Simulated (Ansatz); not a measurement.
Structure from Materials Project entry mp-2469 (possibly hypothetical), not relaxed further. The listed cell was then made from it by scaling, straining or moving an atom.

CdS: DFT, PBEsol, PAW with Ansatz's default frozen-core files, scalar-relativistic (Ansatz 0.2.0). What sets it apart from a plain run of this crystal: volume scaled by 0.96.

Command: `ansatz run input.yaml --threads 1 --pin off --max-ram 3072MiB --backend cpu --events-out ev --progress --plain --runs-dir out` The run took 1.7 s on 1 thread of Intel(R) Xeon(R) 6975P-C (Granite Rapids), with other jobs on the host, peak memory 0.38 GiB.

```yaml
crystal:
  lattice:
    - [0.0, 2.9031789477, 2.9031789477]
    - [2.9031789477, 0.0, 2.9031789477]
    - [2.9031789477, 2.9031789477, 0.0]
  atoms:
    - { symbol: Cd, position: [0.0, 0.0, 0.0] }
    - { symbol: S, position: [0.75, 0.75, 0.75] }
kpoints:
  mp_grid: { grid: [7, 7, 7] }
scf:
  occupations: { method: fermi_dirac, width: 0.02 }
hamiltonian:
  xc: pbesol
  pseudopotentials: { kind: paw }
output:
  forces: true
  stress: true
  eigenvalues: true
  efg: { contact_densities: true }
```

Output (standing set-up lines are left out):

```
Crystal: 2 atoms, lattice volume = 48.939 Å³
Basis set: ecut = 420 eV, 941 PW (Γ), exchange–correlation on 60×60×60 points (8 copies of the dense FFT grid, shifted against one another)
SCF iter   1: F=—  HF=-9070.226790 eV  |F-HF|=—  |Δ(HF+E_count)|=         —  Δρ=5.27e-3  dr2=1.81e-2  ethr=1.77e-3  ⟨swp⟩=5.8  Hψ=1735  notcnv=0
preconditioner: auto → none  [insulator: Δε(μ)=0.962 eV  Ē_g=12.284 eV  σ=0.020 eV  W_gap=1.00  n_scr=14 (ndim 8)  ℏωp=22.5 eV  f_vac=0.127  D(μ)=0.00/eV (n_scr^D=0)  ε∞_Penn≈4.4]
SCF iter   2: F=—  HF=-9070.221577 eV  |F-HF|=—  |Δ(HF+E_count)|=   5.21e-3  Δρ=1.07e-3  dr2=2.99e-4  ethr=6.97e-5  ⟨swp⟩=2.7  Hψ=761  notcnv=0
SCF iter   3: F=—  HF=-9070.221572 eV  |F-HF|=—  |Δ(HF+E_count)|=   5.52e-6  Δρ=4.90e-4  dr2=5.92e-5  ethr=1.15e-6  ⟨swp⟩=2.0  Hψ=508  notcnv=0
SCF iter   4: F=—  HF=-9070.221573 eV  |F-HF|=—  |Δ(HF+E_count)|=   9.70e-7  Δρ=2.34e-4  dr2=2.35e-5  ethr=2.28e-7  ⟨swp⟩=2.1  Hψ=504  notcnv=0
SCF iter   5: F=—  HF=-9070.221568 eV  |F-HF|=—  |Δ(HF+E_count)|=   4.62e-6  Δρ=2.15e-5  dr2=1.68e-7  ethr=9.02e-8  ⟨swp⟩=2.0  Hψ=498  notcnv=0
SCF iter   6: F=-9070.221568 eV  HF=-9070.221568 eV  |F-HF|=9.51e-9  |Δ(HF+E_count)|=   9.76e-8  Δρ=5.13e-6  dr2=8.62e-9  ethr=3.85e-10  ⟨swp⟩=5.0  Hψ=1459  notcnv=0
SCF 1 converged in 6 iterations: F = -9070.221568 eV  dr2 = 8.62e-9
  greatest PAW one-centre occupation: 1.000 electrons in one spin orbital (limit 2), on the Cd atom at site 0 (counted from 0), in its partial waves of l = 0
SCF converged after 6 iterations
Free energy (F): -9070.221568 eV
Harris-Foulkes:  -9070.221568 eV  (|F-HF|=9.51e-9)
Internal energy: -9070.221568 eV  (E = F + TS)
E sigma→0 (E₀):  -9070.221568 eV
Fermi energy:    7.527185 eV
--- Per-component energies (eV) ---
  E_band       = -504.878285
  E_kinetic    = 611.589632
  E_local      = -3992.303827  (includes V_loc(G=0)·N_el)
  E_nonlocal   = 65.397817
  E_hartree    = 1831.664093
  E_xc         = -271.404432
  E_vxc        = -308.181693  (∫ρ·V_xc dr)
  E_paw        = -4598.175840  (= ΣΔE_a)
  E_vpaw       = -544.714031  (= ΣTr[D̂ρ^β])
  E_aug_tail   = 0.000014  (compensation charges beyond the density's cutoff)
  E_ewald      = -2717.392934
  E_core_change = 0.403909  (= ΣΔE_core)
  E_smearing   = -0.000000  (= −TS)
  E_closure    = 0.000000  (closes the sum)
  Σ components = -9070.221568   (vs F -9070.221568, Δ=0.00e0)
--- Forces (eV/Å), atoms counted from 1 ---
  atom   1  Cd    -0.00000000    -0.00000000     0.00000000
  atom   2  S      0.00000000    -0.00000000     0.00000000
  max |Σ_I F_I| component: 1.11e-16 eV/Å
--- Stress (GPa, compression-positive) ---
        0.584333       0.000000      -0.000000
        0.000000       0.584333       0.000000
       -0.000000       0.000000       0.584333
  P = ⅓ Tr σ = 0.5843 GPa (5.843 kbar)
--- PAW observables at the nuclei: V_zz in 10²¹ V/m², potentials from the cell's mean, atoms counted from 1 ---
  atom   1  Cd V_zz =    -0.000000   η = 0.0000   by run symmetry: forbidden
            electrostatic potential = -7704.132971 V   contact ρ = 1034375.781055 e/Å³
  atom   2  S  V_zz =    +0.000000   η = 0.0000   by run symmetry: forbidden
            electrostatic potential = -1633.557450 V   contact ρ = 19699.439968 e/Å³
--- Band table (eV; the first three rows and the last of 20) ---
  k-point 0: bands = ["-94.2229", "-55.3254", "-55.3254", "-55.3254", "-5.4641", "-0.7765", "-0.7765", "-0.7765", "-0.2692", "-0.2692", "7.0010", "7.0010", "7.0010", "8.0313", "13.4158", "13.4158", "13.4158"]
  k-point 1: bands = ["-94.2229", "-55.3255", "-55.3254", "-55.3254", "-5.3793", "-0.7464", "-0.7464", "-0.7061", "-0.2705", "-0.2705", "5.7230", "6.8383", "6.8383", "9.0438", "13.1059", "13.6707", "13.6707"]
  k-point 2: bands = ["-94.2229", "-55.3258", "-55.3255", "-55.3255", "-5.1869", "-0.6879", "-0.6879", "-0.4393", "-0.2604", "-0.2604", "4.0123", "6.5019", "6.5019", "9.7993", "13.3147", "13.9657", "13.9657"]
  k-point 19: bands = ["-94.2228", "-55.3259", "-55.3258", "-55.3257", "-4.8829", "-0.5579", "-0.5034", "-0.3244", "-0.2518", "0.3606", "2.9647", "4.4158", "5.1472", "11.8497", "12.5134", "14.2727", "15.3157"]
```
